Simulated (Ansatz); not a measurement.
# What AlN (model cell, started as CsCl type) distorts into

Aim: this structure of AlN (model cell, started as CsCl type) is to be tested for unstable modes, and one is followed downhill.

Main program and level: Ansatz 0.2.0; DFT LDA, scalar-relativistic, plane waves, PAW; PAW set soft_1.

The structure was built from a prototype and need not be the compound's stable phase.

### Step 1. The starting structure

It takes space group Pm-3m (No. 221, cubic). Conventional cell: a = 2.570 Å, b = 2.570 Å, c = 2.570 Å, α = 90.00°, β = 90.00°, γ = 90.00°. Nearest to Al lie 8 N at 2.23 Å. Nearest to N lie 8 Al at 2.23 Å. Farther neighbours and most contacts between anions are not listed.

Structure file:

```cif
data_structure
_symmetry_space_group_name_H-M 'Pm-3m'
_symmetry_Int_Tables_number 221
_cell_length_a 2.5698
_cell_length_b 2.5698
_cell_length_c 2.5698
_cell_angle_alpha 90.000
_cell_angle_beta 90.000
_cell_angle_gamma 90.000
_cell_volume 16.97
loop_
_atom_site_label
_atom_site_type_symbol
_atom_site_symmetry_multiplicity
_atom_site_Wyckoff_symbol
_atom_site_fract_x
_atom_site_fract_y
_atom_site_fract_z
_atom_site_occupancy
Al1 Al 1 a 0.00000 0.00000 0.00000 1
N1 N 1 b 0.50000 0.50000 0.50000 1
```

### Step 2. Phonons on a q mesh

The cell comes from relaxations at this level that are not shown. Stability and thermal properties need the whole zone. Linear response on a 4×4×4 q mesh gives force constants as far as a supercell of that size would.

Contents of input.yaml:

```yaml
crystal:
  lattice:
    - [2.569778269, 0.0, 0.0]
    - [0.0, 2.569778269, 0.0]
    - [0.0, 0.0, 2.569778269]
  atoms:
    - { symbol: Al, position: [0.0, 0.0, 0.0] }
    - { symbol: "N", position: [0.5, 0.5, 0.5] }
kpoints:
  mp_grid: { grid: [16, 16, 16] }
hamiltonian:
  xc: lda
  pseudopotentials: { kind: paw, azcp: { folder: soft_1 }, xc_functional: pbe }
scf:
  occupations: { method: methfessel_paxton, width: 0.2 }
output:
  eigenvalues: true
phonons:
  method: dfpt
  qmesh: [4, 4, 4]
  temperatures: { t_max: 1000, t_step: 50 }
  qpath:
    path:
      - [[0.0, 0.0, 0.0], [0.0, 0.5, 0.0], [0.5, 0.5, 0.0], [0.0, 0.0, 0.0], [0.5, 0.5, 0.5], [0.0, 0.5, 0.0]]
      - [[0.5, 0.5, 0.5], [0.5, 0.5, 0.0]]
    npoints: 10
```

Launch:

```bash
ansatz run input.yaml --threads 4 --pin off --max-ram 10240MiB --backend cpu --events-out ev --progress --plain --runs-dir out
```

Numbers of over 12 decimals in the logs are rounded to 6 here.

The program printed:

```text
Engine: ansatz 0.2.0, aarch64-unknown-linux-gnu
Pseudopotentials: kind: paw
Pseudopotential: Al, paw, valence charge 3, recommended cutoff 420 eV (normal), soft_1/Al.paw.azcp
Pseudopotential: N, paw, valence charge 5, recommended cutoff 420 eV (normal), soft_1/N.paw.azcp
Functional definition: SPW92
  exchange = slater_x
  correlation = pw_c
Crystal: 2 atoms, lattice volume = 16.970 Å³
Basis set: ecut = 420 eV, 341 PW (Γ), exchange–correlation on 36×36×36 points (8 copies of the dense FFT grid, shifted against one another)
Bands: 8, of which v1, the nominal top of the filled ones, is band 4 counted from 1 (3 counted from 0)
Symmetry: 48 space group operations
k-points: 165 of 4096
Non-local potential: Al, projectors of the file, l = 0: 2, l = 1: 2, l = 2: 1
Non-local potential: N, projectors of the file, l = 0: 2, l = 1: 2, l = 2: 1
PAW form: soft (Blöchl's): semilocal exchange-correlation on the pseudo side does not see the compensation charge
PAW frozen core: Al, regenerated for the run's functional, and the local potential with it (the file was generated under x = pbe(κ = 0.804, μ = 0.219515), c = pbe(β = 0.066725))
PAW frozen core: N, regenerated for the run's functional, and the local potential with it (the file was generated under x = pbe(κ = 0.804, μ = 0.219515), c = pbe(β = 0.066725))
PAW one-centre angular grid: Al, 110 points (default); XC on 64 Gauss nodes
PAW one-centre angular grid: N, 110 points (default); XC on 64 Gauss nodes
Initial density: superposition of atomic densities (chi_scale 0.1, normalization cell, long waves kept (reshape's long-wave potential 0.00 eV rms))
Initial wavefunctions: pseudopotential atomic-orbital guess
Functional: x = slater, c = lda
SCF iter   1: F=—  HF=-887.349383 eV  |F-HF|=—  |Δ(HF+E_count)|=         —  Δρ=1.17e-1  dr2=3.03e0  ethr=3.10e-3  ⟨swp⟩=4.9  Hψ=8860  notcnv=0
preconditioner: auto → none  [metal: Δε(μ)=0.074 eV  Ē_g=15.685 eV  σ=0.200 eV  W_gap=0.30  n_scr=0 (ndim 8)  ℏωp=25.5 eV  f_vac=0.000  D(μ)=0.05/eV (n_scr^D=0)]
SCF iter   2: F=—  HF=-886.531165 eV  |F-HF|=—  |Δ(HF+E_count)|=   8.18e-1  S|Δr|=    0.00e0  Δρ=3.43e-2  dr2=2.67e-1  ethr=3.10e-3  ⟨swp⟩=2.6  Hψ=3753  notcnv=0
SCF iter   3: F=—  HF=-886.444712 eV  |F-HF|=—  |Δ(HF+E_count)|=   8.65e-2  S|Δr|=    0.00e0  Δρ=5.68e-3  dr2=2.20e-3  ethr=3.10e-3  ⟨swp⟩=2.6  Hψ=2236  notcnv=0
SCF iter   4: F=—  HF=-886.443983 eV  |F-HF|=—  |Δ(HF+E_count)|=   7.29e-4  S|Δr|=    0.00e0  Δρ=7.28e-4  dr2=1.03e-4  ethr=2.74e-5  ⟨swp⟩=2.3  Hψ=2228  notcnv=0
SCF iter   5: F=—  HF=-886.443962 eV  |F-HF|=—  |Δ(HF+E_count)|=   2.11e-5  S|Δr|=    0.00e0  Δρ=1.63e-4  dr2=5.93e-6  ethr=1.28e-6  ⟨swp⟩=2.2  Hψ=1791  notcnv=0
SCF iter   6: F=—  HF=-886.443961 eV  |F-HF|=—  |Δ(HF+E_count)|=   1.49e-6  S|Δr|=    0.00e0  Δρ=3.86e-6  dr2=1.46e-9  ethr=7.41e-8  ⟨swp⟩=1.7  Hψ=1620  notcnv=0
SCF iter   7: F=—  HF=-886.443960 eV  |F-HF|=—  |Δ(HF+E_count)|=   1.92e-7  S|Δr|=    0.00e0  Δρ=1.32e-6  dr2=3.55e-10  ethr=1.82e-11  ⟨swp⟩=2.4  Hψ=1932  notcnv=0
SCF iter   8: F=-886.443960 eV  HF=-886.443960 eV  |F-HF|=3.52e-12  |Δ(HF+E_count)|=  8.56e-11  S|Δr|=    0.00e0  Δρ=1.79e-7  dr2=4.21e-12  ethr=1.00e-12  ⟨swp⟩=3.8  Hψ=5191  notcnv=0
the search or the solves at the SCF's close seem to have found levels that the self-consistency loop had missed (the run counts 1). By its estimate they hold under 1e-12 electrons; where the run keeps them, the occupations were computed again with them
SCF 1 converged in 8 iterations: F = -886.443960 eV  dr2 = 4.21e-12
  greatest PAW one-centre occupation: 0.801 electrons in one spin orbital (limit 2), on the N atom at site 1 (counted from 0), in its partial waves of l = 0
Initial density: read from a saved state, or passed on in memory by an earlier SCF of this step, an earlier step, the calling program or the single point that the run made first
iter 1 solved again at ethr=1.74e-7 eV; its pass at ethr=3.10e-3 eV (dr2=1.40e-5 eV) is discarded
SCF iter   1: F=—  HF=-886.443960 eV  |F-HF|=—  |Δ(HF+E_count)|=         —  Δρ=2.49e-7  dr2=6.08e-12  ethr=1.74e-7  ⟨swp⟩=2.2  Hψ=12355  notcnv=0
eigensolver tolerance schedule: the retry pair's looser diagonalisation over-reported the residual by 2294318.32 of it (diagonalisation noise at an unbounded share of the residual, at the tolerance the schedule requests for it); recorded, not acted on — ethr = c·dr2/N_el stays at c = 1.0e-1
preconditioner: auto → none  [metal: Δε(μ)=0.031 eV  Ē_g=14.819 eV  σ=0.200 eV  W_gap=0.13  n_scr=0 (ndim 8)  ℏωp=25.5 eV  f_vac=0.000  D(μ)=0.53/eV (n_scr^D=0)]
SCF iter   2: F=—  HF=-886.443960 eV  |F-HF|=—  |Δ(HF+E_count)|=   1.18e-7  S|Δr|=    0.00e0  Δρ=1.23e-7  dr2=1.30e-12  ethr=1.00e-12  ⟨swp⟩=4.9  Hψ=5663  notcnv=0
SCF iter   3: F=-886.443960 eV  HF=-886.443960 eV  |F-HF|=4.55e-13  |Δ(HF+E_count)|=  2.27e-13  S|Δr|=    0.00e0  Δρ=7.03e-8  dr2=3.63e-13  ethr=1.00e-12  ⟨swp⟩=1.0  Hψ=3307  notcnv=0
SCF 2 converged in 3 iterations: F = -886.443960 eV  dr2 = 3.63e-13
phonons: the bands overlap, so this run is a metal and interpolates without the dipole-dipole term. If the crystal is really an insulator or semiconductor, its LO-TO splitting is missing
NSCF: frozen V_eff on 165 k-points
NSCF: frozen V_eff on 405 k-points
DFPT response loops at q = (0, 0, 0) (fractional): preconditioner auto → Kerker (q_TF=auto, 2.407 Å⁻¹) (partly filled bands, converged f_vac=0.000); β = 1.00, the filter's whole step (`scf.mixing.beta` (0.50) is not read by the response loops under this deck's `scf.mixing.preconditioner`; to damp them name `kerker` or `kerker_dos`, under which they read `scf.mixing.beta`, and type it under 1.00, their step now; both keys bind the ground state too); Broyden in place of MSR1
NSCF: frozen V_eff on 2592 k-points
DFPT response loops at q = (0, 0, 0.25) (fractional): mixed as the last ones told, above
NSCF: frozen V_eff on 1458 k-points
DFPT response loops at q = (0, 0, -0.5) (fractional): mixed as the last ones told, above
NSCF: frozen V_eff on 4608 k-points
DFPT response loops at q = (0, 0.25, 0.25) (fractional): mixed as the last ones told, above
NSCF: frozen V_eff on 2592 k-points
DFPT response loops at q = (0, 0.25, -0.5) (fractional): mixed as the last ones told, above
NSCF: frozen V_eff on 1458 k-points
DFPT response loops at q = (0, -0.5, -0.5) (fractional): mixed as the last ones told, above
NSCF: frozen V_eff on 4352 k-points
DFPT response loops at q = (0.25, 0.25, 0.25) (fractional): mixed as the last ones told, above
NSCF: frozen V_eff on 4608 k-points
DFPT response loops at q = (0.25, 0.25, -0.5) (fractional): mixed as the last ones told, above
NSCF: frozen V_eff on 2592 k-points
DFPT response loops at q = (0.25, -0.5, -0.5) (fractional): mixed as the last ones told, above
NSCF: frozen V_eff on 810 k-points
DFPT response loops at q = (-0.5, -0.5, -0.5) (fractional): mixed as the last ones told, above
SCF converged after 8 iterations
Stability not checked: this state was not tested for a lower state beside it, because cold or Methfessel-Paxton smearing, or corrected tetrahedra, fill the levels in a way that the test cannot read (fill_not_monotonic; see scf.lower_state_search)
Free energy (F): -886.443960 eV
Harris-Foulkes:  -886.443960 eV  (|F-HF|=3.52e-12)
Internal energy: -886.443838 eV  (E = F + TS)
E sigma→0 (E₀):  -886.443930 eV
Entropy (-TS):   -0.000122 eV (-0.061 meV/atom)
Fermi energy:    12.290005 eV
--- Per-component energies (eV) ---
  E_band       = 41.111890
  E_kinetic    = 156.298934
  E_local      = -149.390442  (includes V_loc(G=0)·N_el)
  E_nonlocal   = 46.089765
  E_hartree    = 59.897293
  E_xc         = -98.468374
  E_vxc        = -107.404762  (∫ρ·V_xc dr)
  E_paw        = -563.325882  (= ΣΔE_a)
  E_vpaw       = -24.277022  (= ΣTr[D̂ρ^β])
  E_aug_tail   = 0.000858  (compensation charges beyond the density's cutoff)
  E_ewald      = -337.681752
  E_core_change = 0.135761  (= ΣΔE_core)
  E_smearing   = -0.000122  (= −TS)
  E_closure    = 0.000000  (closes the sum)
  Σ components = -886.443960   (vs F -886.443960, Δ=0.00e0)
--- Band table (eV; the first three rows and the last of 165) ---
  k-point 0: bands = ["-6.2508", "10.7122", "10.7122", "10.7122", "13.7332", "18.4979", "18.4979", "28.4071"]
  k-point 1: bands = ["-6.1822", "10.0652", "10.7472", "10.7472", "14.0731", "18.5794", "18.8300", "28.2654"]
  k-point 2: bands = ["-5.9785", "8.7061", "10.8488", "10.8488", "14.6358", "18.8226", "19.6366", "27.8481"]
  k-point 164: bands = ["0.7509", "7.1409", "7.1409", "7.1409", "13.7655", "13.7655", "13.7655", "20.2302"]
--- Phonons (Γ-DFPT): 2 representative perturbations + reference (Σ response iterations 6) ---
  ASR residual: 1.478e-4 → 0.000e0 eV/Å²; symmetrization residual: 1.097e-6 eV/Å²
  ASR residual per site (eV/Å²): 1.01e-5 1.48e-4
  Γ frequencies (cm⁻¹): -269.76 -269.76 -269.76 0.00 0.00 0.00
--- Phonons (arbitrary-q DFPT): 10 irreducible q on the 4×4×4 mesh ---
  q = [0.0000, 0.0000, 0.0000] (star 1, of the zone-centre solve; hermiticity 8.89e-7, symmetrization 1.14e-13): -269.76 -269.76 -269.76 -0.00 -0.00 0.00
  q = [0.0000, 0.0000, 0.2500] (star 6, 4 solved perturbations in 4032 linear systems a pass and spin channel, the states on 1296 of 4096 k-point pairs; hermiticity 2.26e-7, symmetrization 1.44e-14): -387.43 -387.43 -164.70 -164.70 327.20 431.51
  q = [0.0000, 0.0000, -0.5000] (star 3, 4 solved perturbations in 2268 linear systems a pass and spin channel, the states on 729 of 4096 k-point pairs; hermiticity 1.23e-14, symmetrization 1.62e-14): -561.61 -561.61 -221.76 -221.76 479.32 593.35
  q = [0.0000, 0.2500, 0.2500] (star 12, 4 solved perturbations in 7056 linear systems a pass and spin channel, the states on 2304 of 4096 k-point pairs; hermiticity 8.75e-8, symmetrization 1.71e-15): -496.89 -196.01 167.17 252.84 412.93 435.20
  q = [0.0000, 0.2500, -0.5000] (star 12, 6 solved perturbations on 1296 of 4096 k-point pairs; hermiticity 8.57e-8, symmetrization 1.18e-15): -706.87 -224.79 -151.99 207.11 507.49 559.21
  q = [0.0000, -0.5000, -0.5000] (star 3, 4 solved perturbations in 2268 linear systems a pass and spin channel, the states on 729 of 4096 k-point pairs; hermiticity 2.69e-8, symmetrization 4.95e-16): -1119.95 -233.90 316.76 316.76 519.83 519.83
  q = [0.2500, 0.2500, 0.2500] (star 8, 2 solved perturbations on 2176 of 4096 k-point pairs; hermiticity 9.21e-8, symmetrization 8.68e-15): -139.97 -62.48 -62.48 341.75 341.75 478.69
  q = [0.2500, 0.2500, -0.5000] (star 12, 4 solved perturbations in 7056 linear systems a pass and spin channel, the states on 2304 of 4096 k-point pairs; hermiticity 6.81e-8, symmetrization 9.48e-15): -366.84 -319.49 181.48 194.77 480.64 518.07
  q = [0.2500, -0.5000, -0.5000] (star 6, 4 solved perturbations in 4032 linear systems a pass and spin channel, the states on 1296 of 4096 k-point pairs; hermiticity 9.64e-8, symmetrization 1.11e-14): -522.55 198.90 276.42 276.42 470.28 470.28
  q = [-0.5000, -0.5000, -0.5000] (star 1, 2 solved perturbations on 405 of 4096 k-point pairs; hermiticity 7.14e-14, symmetrization 1.24e-13): 246.11 246.11 246.11 368.90 368.90 368.90
  sum rule: each row above includes the acoustic sum rule's correction from the zone centre's row sums; it moved no ω² by more than (1.69 cm⁻¹)²
  mesh force constants: q→R imaginary residual 2.93e-18; ASR residual 1.478e-4 → 0.000e0 eV/Å²; symmetrization residual 6.217e-15 eV/Å²
  interpolated dispersion: 62 rows × 6 modes
  density of states and harmonic sums: on the 24×24×24 q-mesh, interpolated from the force constants of a 4×4×4 supercell (no non-analytic term)
  largest difference from the sums on the solved wave vectors: F 3.41e-2 eV, S 4.40e-5 and C_V 1.33e-5 eV/K
  zero-point energy: 0.078294 eV/cell   skipped modes (ω ≤ 0): 1107, of them read as no rigid motion or as one in doubt: 1104 (2.416e0 modes/cell left out, lowest -1119.95 cm⁻¹)   left out of the sums: 4.03e-1 of the cell's modes: C_V's classical limit lies that fraction below 3 k_B per atom; for a crystal, a wire or a layer, F and S can be off by more, and a phonons.interpolated_qmesh denser along its periods is the remedy for the sampling
```

It took 97 s on 4 threads of Arm Neoverse V1, shared host; peak memory 0.99 GiB; 6.2 min of CPU time.

Numbers from this step:

```yaml
volume_per_atom: 8.485 Å³
gap_on_the_k_mesh: 0 eV
sum_rule_residual_before_enforcement: 1.48e-4 eV/Å²
lowest_frequency_on_the_path: -1120 cm⁻¹
point_group: m-3m
highest_frequency_on_the_path_or_at_a_solved_wavevector: 593.4 cm⁻¹
highest_optical_mode_at_the_zone_centre_no_lo_to_term: -269.8 cm⁻¹
lowest_optical_zone_centre_mode: -269.8 cm⁻¹
lowest_mode_on_the_q_mesh_acoustic_modes_at_gamma_apart: -1120 cm⁻¹
```

Frequencies (cm⁻¹) solved at each irreducible wavevector; negative means imaginary. Frequencies by wavevector, by row:

```csv
q in reciprocal lattice units,star,mode 1,mode 2,mode 3,mode 4,mode 5,mode 6
0 0 0,1,-269.8,-269.8,-269.8,0,0,0
0 0 0.25,6,-387.4,-387.4,-164.7,-164.7,327.2,431.5
0 0 -0.5,3,-561.6,-561.6,-221.8,-221.8,479.3,593.4
0 0.25 0.25,12,-496.9,-196,167.2,252.8,412.9,435.2
0 0.25 -0.5,12,-706.9,-224.8,-152,207.1,507.5,559.2
0 -0.5 -0.5,3,-1120,-233.9,316.8,316.8,519.8,519.8
0.25 0.25 0.25,8,-140,-62.5,-62.5,341.8,341.8,478.7
0.25 0.25 -0.5,12,-366.8,-319.5,181.5,194.8,480.6,518.1
0.25 -0.5 -0.5,6,-522.5,198.9,276.4,276.4,470.3,470.3
-0.5 -0.5 -0.5,1,246.1,246.1,246.1,368.9,368.9,368.9
```

Interpolated from a 4×4×4 q mesh. The phonon branches at the labelled points (cm⁻¹):

```csv
point,branch 1,branch 2,branch 3,branch 4,branch 5,branch 6
Γ,-270,-270,-270,0,0,0
halfway,-387,-387,-165,-165,327,432
X,-562,-562,-222,-222,479,593
halfway,-707,-225,-152,207,508,559
M,-1120,-234,317,317,520,520
halfway,-497,-196,167,253,413,435
Γ,-270,-270,-270,0,0,0
halfway,-140,-62,-62,342,342,479
R,246,246,246,369,369,369
halfway,-367,-320,182,195,481,518
X,-562,-562,-222,-222,479,593
jump to R,246,246,246,369,369,369
halfway,-523,199,276,276,470,470
M,-1120,-234,317,317,520,520
```

The phonon branches as a text plot (rows in cm⁻¹):

```
    558 |     *********  *                           *****
    486 |    * **************           ****       *******   ****
    415 |   ***              *         *    **  ***        **
    343 |   *         ***     *        ***********        **   **
    272 |  *        ***  ***** *     **      *******      *****
    201 | *         *        ****   *      ***  ** **        *
    129 |  *       *            *   *    ** *     *  *
     58 |*                       * *                       *
    -13 |*                    *  **  **
    -85 | **      *             *   *  **  *      *   *
   -156 | * **                ***      ****            *      *
   -228 |*    ****************  ** ****            *    **     **
   -299 |***       *            ***                **       *
   -370 |   *                  *                    **
   -442 |    *    *           *                      **
   -513 |     *  *           *                         **    *
   -585 |      *****                                     *
   -656 |                  **
   -727 |
   -799 |           *     *
   -870 |                                                     *
   -941 |            *   *
  -1013 |             *                                        *
  -1084 |              **                                       *
         Γ      X      M          Γ            R        X|R     M
```

Symmetry leaves 10 wavevectors to solve. The lowest mode among them, the acoustic zeros apart, lies at q = (0, -0.5, -0.5) and is imaginary, 1120.0i cm⁻¹, so the energy falls along it.

### Step 3. The mode frozen in, largest atomic shift 0 Å

The mode followed lies at q = (0, -0.5, -0.5) with frequency 1119.9i cm⁻¹, the softest among the wavevectors solved. At small amplitude the distorted cell has space group no. 129 by a symmetry search on the positions. The undistorted cell that holds it gives the zero of energy on the same k mesh.

System of this step: AlN (model cell, started as CsCl type). It takes space group Pm-3m (No. 221, cubic). The conventional cell has a = 2.570 Å, b = 2.570 Å, c = 2.570 Å, α = 90.00°, β = 90.00°, γ = 90.00°. Al has 8 N at 2.23 Å nearest. Nearest to N lie 8 Al at 2.23 Å. Farther neighbours and most contacts between anions are not listed.

input.yaml, the sections that differ from step 2:

```yaml
crystal:
  lattice:
    - [-2.569778269, 0.0, 0.0]
    - [0.0, -2.569778269, -2.569778269]
    - [0.0, -2.569778269, 2.569778269]
  atoms:
    - { symbol: Al, position: [0.0, 0.5, 0.5] }
    - { symbol: Al, position: [0.0, 0.0, 0.0] }
    - { symbol: "N", position: [0.5, 0.0, 0.5] }
    - { symbol: "N", position: [0.5, 0.5, 0.0] }
kpoints:
  mp_grid: { grid: [16, 12, 12] }
output:
  forces: true
  stress: true
  eigenvalues: true
# hamiltonian, scf: as in step 2
# phonons: removed
```

The program printed:

```text
[...]
Crystal: 4 atoms, lattice volume = 33.940 Å³
Basis set: ecut = 420 eV, 657 PW (Γ)
Bands: 12, of which v1, the nominal top of the filled ones, is band 8 counted from 1 (7 counted from 0)
Symmetry: 32 space group operations
[...]
k-points: 252 of 2304
[...]
--- Band table (eV; the first three rows and the last of 252) ---
  k-point 0: bands = [... 4 lower, 10.7069, 10.7080, 10.7080, 10.8038, 12.8711, 13.7312, 18.4982, 18.4984]
  k-point 1: bands = [... 4 lower, 10.3410, 10.4949, 10.7381, 11.1133, 12.8263, 14.0675, 18.6279, 18.7384]
  k-point 2: bands = [... 4 lower, 9.5447, 9.9394, 10.8308, 11.9643, 12.7002, 14.7715, 18.9829, 19.3564]
  k-point 251: bands = [... 4 lower, 4.7772, 4.7772, 10.8024, 10.8024, 12.8726, 12.8726, 22.1491, 22.1491]
[key lines of the parts left out:]
SCF converged after 7 iterations
Free energy (F): -1772.888680 eV
Fermi energy:    12.268163 eV
P = ⅓ Tr σ = 0.0498 GPa (0.498 kbar)
```

Elapsed: 2.4 s, on 4 threads; peak memory 0.36 GiB.

This step gave:

| Property | Result |
| --- | --- |
| pressure | 0.04979 GPa |
| energy from the undistorted cell | 0 meV/atom |

The run ends at a pressure of 0.05 GPa.

### Step 4. The mode frozen in, largest atomic shift 0.6 Å

The atoms are moved along the unstable eigenvector, the largest shift by 0.6 Å, with the cell fixed.

input.yaml: that of step 3 with these lines changed.

```diff
@@ -8,4 +8,4 @@
     - { symbol: Al, position: [0.0, 0.0, 0.0] }
-    - { symbol: "N", position: [0.5, 0.0, 0.5] }
-    - { symbol: "N", position: [0.5, 0.5, 0.0] }
+    - { symbol: "N", position: [0.7334831792, 0.0, 0.5] }
+    - { symbol: "N", position: [0.2665168208, 0.5, 0.0] }
 kpoints:
```

The program printed:

```text
[...]
Crystal: 4 atoms, lattice volume = 33.940 Å³
Basis set: ecut = 420 eV, 657 PW (Γ)
Bands: 12, of which v1, the nominal top of the filled ones, is band 8 counted from 1 (7 counted from 0)
Symmetry: 16 space group operations
[...]
k-points: 252 of 2304
[...]
--- Band table (eV; the first three rows and the last of 252) ---
  k-point 0: bands = [... 4 lower, 9.3379, 9.3379, 10.5050, 10.7935, 12.7530, 14.0470, 18.2175, 19.0179]
  k-point 1: bands = [... 4 lower, 9.0370, 9.1773, 10.5997, 11.0544, 12.7253, 14.3134, 18.3931, 19.0900]
  k-point 2: bands = [... 4 lower, 8.3653, 8.7434, 10.7797, 11.7682, 12.6478, 14.9721, 18.8662, 19.3055]
  k-point 251: bands = [... 4 lower, 5.7440, 5.7440, 6.0045, 6.0045, 17.1231, 17.1231, 19.6660, 19.6660]
[key lines of the parts left out:]
SCF converged after 6 iterations
Free energy (F): -1775.561116 eV
Fermi energy:    12.234133 eV
P = ⅓ Tr σ = 10.6889 GPa (106.889 kbar)
```

Run time: 1.9 s. Hardware: 4 threads; peak memory 0.36 GiB.

Numbers from this step:

```
pressure                         : 10.69 GPa
energy from the undistorted cell : -668.1 meV/atom
```

The energy, extrapolated to zero smearing, is -668.14 meV/atom against the undistorted cell.

The run ends at a pressure of 10.69 GPa, with forces up to 0.46 eV/Å.

(Continued in part 2 of 3.)

[Logs are printed without paths, hosts, clocks, repeated set-up lines and the standing remarks that a program may print on its own settings, such as how far it seeks lower states.]

[Hosts, paths, dates, database ids (printed as entryN), source tags and the programs' standing remarks are cut or masked in the printed files.]
